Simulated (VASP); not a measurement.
# W (Im-3m) in VASP: a series of runs

Aim: see how the results for W move with the level of theory and the settings. Levels: PBE, LDA, r2SCAN. Tasks: band structure.

All numbers are computed with VASP 6.6.1; they aren't measurements. Logs are shortened: lines on timing, memory, paths and dates and some standing lists are left out, and cuts for length are marked.

**1. The crystal as given**

It takes space group Im-3m (No. 229, cubic). The conventional cell has a = 3.155 Å, b = 3.155 Å, c = 3.155 Å, α = 90.00°, β = 90.00°, γ = 90.00°. W (site symmetry m-3m) is surrounded by 8 W at 2.73 Å.

**2. Band structure, PBE**

INCAR

```
PREC     = Accurate       # precision mode
ENCUT    = 520            # plane-wave cutoff, eV
EDIFF    = 1E-6           # SCF threshold, eV
ISMEAR   = 1              # smearing method
SIGMA    = 0.1            # smearing width, eV
LREAL    = F              # projectors in reciprocal space
LASPH    = T              # aspherical terms in the spheres
NELM     = 80             # most SCF steps
ALGO     = Normal         # electronic algorithm
ISIF     = 2              # what is computed and relaxed
LWAVE    = F              # write WAVECAR
LCHARG   = F              # write CHGCAR
LMAXMIX  = 4              # l up to which the mixer works
GGA      = PE             # functional
NBANDS   = 13             # bands
KPAR     = 4
```

KPOINTS

```
Automatic mesh
0
Gamma
  16 16 16
```

POSCAR

```
W                                       
1.0
   -1.5776066425      1.5776066425      1.5776066425
    1.5776066425     -1.5776066425      1.5776066425
    1.5776066425      1.5776066425     -1.5776066425
  W             
     1
Direct
     0.0000000000000000    0.0000000000000000    0.0000000000000000
```

KPOINTS_OPT

```
explicit points
188
Reciprocal
 0.0000000000  0.0000000000  0.0000000000 1
 0.0263157895 -0.0263157895  0.0263157895 1
 0.0526315789 -0.0526315789  0.0526315789 1
 0.0789473684 -0.0789473684  0.0789473684 1
 0.1052631579 -0.1052631579  0.1052631579 1
 0.1315789474 -0.1315789474  0.1315789474 1
[... 180 lines left out ...]
-0.0124653500  0.0124653500  0.5000000000 1
 0.0124653500 -0.0124653500  0.5000000000 1
```

Potentials or basis: VASP PAW PBE potentials, release 64 (W_sv).

Launch:

```bash
cat potpaw_PBE.64/W_sv/POTCAR > POTCAR
mpirun -np 4 vasp_std > vasp.out
```

OUTCAR:

```text
PREC = Accurate
   ENCUT = 520
   EDIFF = 1E-6
   ISMEAR = 1
   LREAL = F
   LASPH = T
   NELM = 80
   ISIF = 2
   GGA = PE

 ion  position               nearest neighbor table
   1  0.000  0.000  0.000-

  LATTYP: Found a body centered cubic cell.
 ALAT       =     3.1552132850

  Lattice vectors:

 A1 = (  -1.5776066425,   1.5776066425,   1.5776066425)
 A2 = (   1.5776066425,  -1.5776066425,   1.5776066425)
 A3 = (   1.5776066425,   1.5776066425,  -1.5776066425)

Analysis of symmetry for initial positions (statically):
=====================================================================
 Subroutine PRICEL returns:
 Original cell was already a primitive cell.

 Routine SETGRP: Setting up the symmetry group for a
 body centered cubic supercell.

 Subroutine GETGRP returns: Found 48 space group operations
 (whereof 48 operations were pure point group operations)
 out of a pool of 48 trial point group operations.

The static configuration has the point symmetry O_h .

Analysis of symmetry for dynamics (positions and initial velocities):
=====================================================================
 Subroutine PRICEL returns:
 Original cell was already a primitive cell.

 Routine SETGRP: Setting up the symmetry group for a
 body centered cubic supercell.

 Subroutine GETGRP returns: Found 48 space group operations
 (whereof 48 operations were pure point group operations)
 out of a pool of 48 trial point group operations.

The dynamic configuration has the point symmetry O_h .

 Subroutine INISYM returns: Found 48 space group operations
 (whereof 48 operations are pure point group operations),
 and found     1 'primitive' translations

----------------------------------------------------------------------------------------

                                     Primitive cell

  volume of cell :      15.7057

  direct lattice vectors                    reciprocal lattice vectors
    -1.577606642  1.577606642  1.577606642     0.000000000  0.316935785  0.316935785
     1.577606642 -1.577606642  1.577606642     0.316935785  0.000000000  0.316935785
     1.577606642  1.577606642 -1.577606642     0.316935785  0.316935785  0.000000000

  length of vectors
     2.732494859  2.732494859  2.732494859     0.448214886  0.448214886  0.448214886

  position of ions in fractional coordinates (direct lattice)
     0.000000000  0.000000000  0.000000000

  ion indices of the primitive-cell ions
   primitive index   ion index
                 1           1
[... 75 lines left out ...]
   NSW    =      0    number of steps for IOM
   IBRION =     -1    ionic relax: 0-MD 1-quasi-New 2-CG
   NFREE  =      0    steps in history (QN), initial steepest desc. (CG)
   ISIF   =      2    stress and relaxation
   ISYM   =      2    0-nonsym 1-usesym 2-fastsym
   POTIM  = 0.5000    time-step for ionic-motion
   TEBEG  =    0.0;   TEEND  =   0.0 temperature during run
   PSTRESS=    0.0 pullay stress
   NELECT =      14.0000    total number of electrons
   NUPDOWN=      -1.0000    fix difference up-down
   EMIN   =  10.00;   EMAX   =-10.00  energy-range for DOS
   EFERMI =   0.00;   METHOD = LEGACY
   ISMEAR =     1;   SIGMA  =   0.10  broadening in eV -4-tet -1-fermi 0-gaus
   EFERMI_NEDOS =   21; number of points for ismear=-14 and -15
   IALGO  =     38    algorithm
   IMIX   =      4    mixing-type and parameters
     AMIX     =   0.40;   BMIX     =  1.00
     AMIX_MAG =   1.60;   BMIX_MAG =  1.00
  volume/ion in A,a.u.               =      15.71       105.99
  Fermi-wavevector in a.u.,A,eV,Ry     =   1.575550  2.977357 33.774517  2.482357
  Thomas-Fermi vector in A             =   2.676517
   LORBIT       =      0    0 simple, 1 ext, 2 COOP (PROOUT), +10 PAW based schemes
   GGA     = PE    functional components
   LHFCALC =     F    Hartree Fock is set to
   AEXX    =    0.0000 exact exchange contribution
   IVDW    =     0    specifies the selected vdW correction
   LEPSILON=     F    determine dielectric tensor
   LRPA    =     F    only Hartree local field effects (RPA)
 non-spin polarized calculation
 Methfessel and Paxton  Order N= 1 SIGMA  =   0.10
  energy-cutoff  :      520.00
  volume of cell :       15.71
 maximum number of plane-waves:       438
   NGX = 11   NGY = 11   NGZ = 11

 number of electron      14.0000005 magnetization

 Free energy of the ion-electron system (eV)
  ---------------------------------------------------
  ext. energy  EPLUGINS =         0.00000000
  ---------------------------------------------------
  free energy    TOTEN  =       -12.94452917 eV

  energy without entropy =      -12.94400591  energy(sigma->0) =      -12.94435475

 E-fermi :  11.6271     XC(G=0): -13.6923

 val. band max:       11.6184428225   @ k =  -0.3125   0.3125   0.1875
 cond. band min:      11.6416635584   @ k =  -0.2500   0.2500   0.1250
 fundamental gap:      0.0232207359
 Fermi energy:        11.6270798896

 k-point     1 :       0.0000    0.0000    0.0000
  band No.  band energies     occupation
      1     -62.5865      2.00000
      2     -26.1350      2.00000
      3     -26.1350      2.00000
      4     -26.1350      2.00000
      5       1.8893      2.00000
      6      10.3365      2.00000
      7      10.3365      2.00000
      8      10.3365      2.00000
      9      13.8648      0.00000
     10      13.8648      0.00000
     11      26.1154      0.00000
     12      26.1154      0.00000
     13      26.1154      0.00000
[... 354 lines left out ...]
  band No.  band energies     occupation
      1     -62.4627      2.00000
      2     -27.1803      2.00000
      3     -26.5699      2.00000
      4     -26.2501      2.00000
      5       6.1949      2.00000
      6       8.4100      2.00000
      7       9.2429      2.00000
      8      13.1674     -0.00000
      9      14.7358      0.00000
     10      16.9595      0.00000
     11      24.1594      0.00000
     12      26.9367      0.00000
     13      28.8619      0.00000

 [... further k-points ...]
[... 5 lines left out ...]
  --------------------------------------------------------------------------------------
  -------------------------------------------------------------------------------------
  Total        0.8675506      0.8675506      0.8675506      0.0000000      0.0000000     -0.0000000
  in kB       88.5012166     88.5012166     88.5012166      0.0000000      0.0000000     -0.0000000
  external PRESSURE =      88.5012166 kB  Pullay stress =       0.0000000 kB

 VOLUME and BASIS-vectors are now :
 -----------------------------------------------------------------------------
  energy-cutoff  :      520.00
  volume of cell :       15.71
      direct lattice vectors                 reciprocal lattice vectors
    -1.577606642  1.577606642  1.577606642     0.000000000  0.316935785  0.316935785
     1.577606642 -1.577606642  1.577606642     0.316935785  0.000000000  0.316935785
     1.577606642  1.577606642 -1.577606642     0.316935785  0.316935785  0.000000000

 POSITION                                       TOTAL-FORCE (eV/Angst)
 -----------------------------------------------------------------------------------
      0.00000      0.00000      0.00000         0.000000      0.000000     -0.000000
 -----------------------------------------------------------------------------------
    total drift:                                0.000000     -0.000000      0.000000

  FREE ENERGIE OF THE ION-ELECTRON SYSTEM (eV)
  ---------------------------------------------------
  free  energy   TOTEN  =       -12.9445291703 eV

  energy  without entropy=      -12.9440059062  energy(sigma->0) =      -12.94435475
```

It took 7.6 s on 4 MPI ranks of Intel Xeon Platinum 8488C (Sapphire Rapids), shared host; peak memory 0.15 GiB.

What came out:

- Free energy: -12.9445 eV
- Pressure: 8.9 GPa
- Band gap along the path: none (metal or under the smearing width)

Levels at the corners of the path, in eV from the Fermi level:
| point | band 3 | band 4 | band 5 | band 6 | band 7 | band 8 | band 9 | band 10 | band 11 | band 12 |
| --- | --- | --- | --- | --- | --- | --- | --- | --- | --- | --- |
| Γ | -37.76 | -37.76 | -9.74 | -1.29 | -1.29 | -1.29 | 2.24 | 2.24 | 14.49 | 14.49 |
| H | -38.69 | -38.69 | -5.96 | -5.96 | 5.19 | 5.19 | 5.19 | 8.27 | 8.27 | 8.27 |
| H | -38.69 | -38.69 | -5.96 | -5.96 | 5.19 | 5.19 | 5.19 | 8.27 | 8.27 | 8.27 |
| N | -38.19 | -37.77 | -6.39 | -3.66 | 0.66 | 2.14 | 3.13 | 6.19 | 11.19 | 11.46 |
| N | -38.19 | -37.77 | -6.39 | -3.66 | 0.66 | 2.14 | 3.13 | 6.19 | 11.19 | 11.46 |
| Γ | -37.76 | -37.76 | -9.74 | -1.29 | -1.29 | -1.29 | 2.24 | 2.24 | 14.49 | 14.49 |
| Γ | -37.76 | -37.76 | -9.74 | -1.29 | -1.29 | -1.29 | 2.24 | 2.24 | 14.49 | 14.49 |
| P | -38.43 | -38.43 | -3.03 | -3.03 | -3.03 | 3.30 | 3.30 | 6.67 | 12.32 | 12.32 |
| P | -38.43 | -38.43 | -3.03 | -3.03 | -3.03 | 3.30 | 3.30 | 6.67 | 12.32 | 12.32 |
| H | -38.69 | -38.69 | -5.96 | -5.96 | 5.19 | 5.19 | 5.19 | 8.27 | 8.27 | 8.27 |
| P | -38.43 | -38.43 | -3.03 | -3.03 | -3.03 | 3.30 | 3.30 | 6.67 | 12.32 | 12.32 |
| N | -38.19 | -37.77 | -6.39 | -3.66 | 0.66 | 2.14 | 3.13 | 6.19 | 11.19 | 11.46 |

Caveat: spin-orbit coupling is left out, which moves the levels of the heavy elements.

**3. Band structure, LDA**

Changes to INCAR since step 2:

```diff
@@ -13,3 +13,2 @@
 LMAXMIX  = 4              # l up to which the mixer works
-GGA      = PE             # functional
 NBANDS   = 13             # bands
```

KPOINTS is that of step 2.

POSCAR is that of step 2.

KPOINTS_OPT is that of step 2.

Potentials or basis: VASP PAW LDA potentials, release 64 (W_sv).

Launch:

```bash
cat potpaw_LDA.64/W_sv/POTCAR > POTCAR
mpirun -np 4 vasp_std > vasp.out
```

Wall time 7.2 s (4 MPI ranks of Intel Xeon Platinum 8488C (Sapphire Rapids), shared host); peak memory 0.15 GiB.

It converged, with:

```
Free energy             : -14.1063 eV
Pressure                : -4.6 GPa
Band gap along the path : none (metal or under the smearing width)
```

Levels at the corners of the path, in eV from the Fermi level:
```
point  band 4  band 5  band 6  band 7  band 8  band 9  band 10  band 11
    Γ  -37.56   -9.63   -1.31   -1.31   -1.31    2.18     2.18    14.57
    H  -38.50   -5.95   -5.95    5.18    5.18    5.18     8.40     8.40
    H  -38.50   -5.95   -5.95    5.18    5.18    5.18     8.40     8.40
    N  -37.57   -6.35   -3.66    0.84    2.09    3.06     6.19    11.21
    N  -37.57   -6.35   -3.66    0.84    2.09    3.06     6.19    11.21
    Γ  -37.56   -9.63   -1.31   -1.31   -1.31    2.18     2.18    14.57
    Γ  -37.56   -9.63   -1.31   -1.31   -1.31    2.18     2.18    14.57
    P  -38.24   -2.98   -2.98   -2.98    3.23    3.23     6.68    12.41
    P  -38.24   -2.98   -2.98   -2.98    3.23    3.23     6.68    12.41
    H  -38.50   -5.95   -5.95    5.18    5.18    5.18     8.40     8.40
    P  -38.24   -2.98   -2.98   -2.98    3.23    3.23     6.68    12.41
    N  -37.57   -6.35   -3.66    0.84    2.09    3.06     6.19    11.21
```

Caveat: spin-orbit coupling is left out, which moves the levels of the heavy elements.

[end of part 1 of 2]
